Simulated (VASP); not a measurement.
GaP:

```xyz
2
Lattice="0.0000 2.7252 2.7252 2.7252 0.0000 2.7252 2.7252 2.7252 0.0000" Properties=species:S:1:pos:R:3 pbc="T T T"
Ga    0.0000    0.0000    0.0000
P     4.0879    4.0879    4.0879
```

A sound run:

| Item | Value |
| --- | --- |
| Program | VASP 6.6.1 |
| Task | dielectric tensor |
| Functional | LDA |
| Potentials or basis | VASP PAW LDA potentials, release 64 (Ga_d, P) |
| Cutoff | 800 eV |
| k mesh | 12 × 12 × 12 |
| Occupations | gaussian, width 0.01 eV |
| Spin | no spin polarisation |

It gives band gap on the k mesh 1.44 eV, indirect (least direct gap 1.64 eV).

Task: What do these careless settings give instead: cutoff 400 eV in place of 800 eV; k mesh 8 × 8 × 8 in place of 12 × 12 × 12?

Result: Band gap on the k mesh 1.49 eV, indirect (least direct gap 1.64 eV). The run converged, but these numbers show the error of the settings and aren't properties of the crystal.
